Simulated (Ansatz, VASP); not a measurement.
**In: VASP beside Ansatz**

```
CELL_PARAMETERS angstrom
-1.84410 1.84410 1.84410
1.84410 -1.84410 1.84410
1.84410 1.84410 -1.84410
ATOMIC_POSITIONS crystal
In 0.00000 0.00000 0.00000
```

Change from the starting cell: volume scaled by 0.94.

Alike in both runs: task single point; functional PBEsol; k mesh 10 × 10 × 10; occupations fermi-dirac, width 0.05 eV; no spin polarisation.

|  | VASP | Ansatz |
| --- | --- | --- |
| version | VASP 6.6.1 | Ansatz 0.2.0 |
| potentials or method | VASP PAW PBE potentials, release 64 (In_d) | Ansatz PAW |
| plane-wave cutoff (eV) | 520 | 420 |
| valence electrons in the cell | 13 | 13 |

|  | VASP | Ansatz | Ansatz less VASP |
| --- | --- | --- | --- |
| gap on the k mesh at the Fermi level (eV) | none | none | - |
| pressure (GPa) | 1.2 | 1.2 | +0.04 |

A gap of «none» marks a metal or a gap that the smearing closes.

Caveats: the PAW data sets were made with another functional, which shifts forces and pressure a little (VASP); the PAW data sets come from PBE, with cores solved anew for the run's functional, which leaves a small shift of forces and pressure (Ansatz).
